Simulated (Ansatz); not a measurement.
Born–Oppenheimer molecular dynamics of a periodic cell of 24 atoms, Li₂S (host Li2S, host structure Fm-3m). It starts from a structure without forces on its atoms.

These are results of Ansatz 0.2.0, DFT PBE-D3(BJ), scalar-relativistic, plane waves, PAW, not measurements. Settings: accuracy low, cutoff 420 eV, k mesh 2x2x2, fermi-dirac smearing 0.05 eV, no spin polarisation.

```yaml
ensemble: NVT, Langevin thermostat
time_step: 1 fs
steps_asked: 340
set_temperature: 700 K
friction: 0.005 /fs
seed: 342180
```

First frame:

```xyz
24
Lattice="0.0000 5.7080 5.7080 5.7080 0.0000 5.7080 5.7080 5.7080 0.0000" Properties=species:S:1:pos:R:3
Li 1.427 1.427 1.427
Li 4.281 4.281 4.281
S 0.000 0.000 0.000
Li 4.281 4.281 1.427
Li 7.135 7.135 4.281
S 2.854 2.854 0.000
Li 4.281 1.427 4.281
Li 7.135 4.281 7.135
S 2.854 0.000 2.854
Li 7.135 4.281 4.281
Li 9.989 7.135 7.135
S 5.708 2.854 2.854
Li 1.427 4.281 4.281
Li 4.281 7.135 7.135
S 0.000 2.854 2.854
Li 4.281 7.135 4.281
Li 7.135 9.989 7.135
S 2.854 5.708 2.854
Li 4.281 4.281 7.135
Li 7.135 7.135 9.989
S 2.854 2.854 5.708
Li 7.135 7.135 7.135
Li 9.989 9.989 9.989
S 5.708 5.708 5.708
```

Q: What does the run give?

A: All steps were run.

| Quantity | Value |
| --- | --- |
| steps done | 340 |
| time covered | 340 fs |
| mean temperature over the second half | 570 K |
| spread of the potential energy over the second half | 12.4 meV per atom |
| mean potential energy of the second half above the start | 74.6 meV per atom |

The mean temperature of the second half is 19 % below the set value. A run of 0.34 ps of so small a system gives no equilibrium averages. Limits of this set-up: low accuracy level.

Q: What happens to the structure?

A: Mean squared displacements from the first frame to the last, about the centre of mass: Li 0.06 Å², S 0.03 Å². The details hang on the random start.

Q: How do temperature and energy run in time?

A: 
| time (fs) | T (K) | potential energy less start (eV) |
| --- | --- | --- |
| 0.0 | 671 | 0.000 |
| 11.0 | 550 | 0.753 |
| 22.0 | 294 | 1.703 |
| 33.0 | 399 | 1.621 |
| 44.0 | 520 | 1.636 |
| 55.0 | 460 | 1.848 |
| 66.0 | 406 | 1.982 |
| 77.0 | 400 | 1.845 |
| 88.0 | 609 | 1.521 |
| 99.0 | 641 | 1.361 |
| 110.0 | 529 | 1.697 |
| 121.0 | 557 | 1.964 |
| 132.0 | 670 | 1.724 |
| 143.0 | 635 | 1.633 |
| 154.0 | 561 | 1.741 |
| 165.0 | 505 | 1.919 |
| 176.0 | 621 | 1.651 |
| 187.0 | 641 | 1.476 |
| 198.0 | 579 | 1.759 |
| 209.0 | 466 | 2.261 |
| 220.0 | 504 | 2.458 |
| 231.0 | 567 | 2.166 |
| 242.0 | 701 | 1.526 |
| 253.0 | 667 | 1.391 |
| 264.0 | 458 | 1.982 |
| 275.0 | 557 | 1.875 |
| 286.0 | 529 | 1.791 |
| 297.0 | 523 | 1.804 |
| 308.0 | 646 | 1.483 |
| 319.0 | 585 | 1.515 |
| 330.0 | 528 | 1.723 |

Run time: 11 min on 1 thread of AMD EPYC 9R45 96-Core Processor (Zen 5) (shared host), peak memory 0.77 GiB.
